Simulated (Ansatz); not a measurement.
## Ge: how the free axis answers a strain

Ge, Fd-3m, a = 5.675 Å. Ansatz: r2SCAN, PAW, 500 eV, Γ-centred 10×10×6 mesh on 4 atoms, Gaussian smearing 0.02 eV; no spin polarisation. Series: biaxial strain in the a-b plane, c and atoms relaxed; x is the strain in per cent. The axes a, b, c are those of the computed cell (4.013, 4.013, 5.675 Å), along [1 1 0], [-1 1 0], [0 0 1] of the cell named above. y is the change of c in per cent of 5.675 Å.

| x (%) | y (%) |
| --- | --- |
| -6.0 | ? |
| -4.0 | 2.75 |
| -2.0 | 1.37 |
| 0.0 | 0.00 |
| 2.0 | -1.38 |
| 4.0 | -2.80 |
| 6.0 | -4.32 |

Fit y = c1 x + c2 x² to the other rows, say what c1 measures, and predict the missing y.

Least squares on the rows shown. y = −0.6963 x − 0.003235 x². With no stress along c, c1 = −2C12/C11 = -0.696. At x = -6.0 the fit asked for gives 4.06 %. The run gave 4.16 %, so the fit is 0.10 % too low, 1.2 % of the span of the series, against an rms of 0.02 % on the fitted rows. The row lies outside the fitted range. With a term in x³ added, a fit to the same known rows predicts 4.20 %, so most of the miss is curvature that the known rows already hold.

Where the gap has closed, the smearing of 0.02 eV or less is narrow for a metal on this mesh.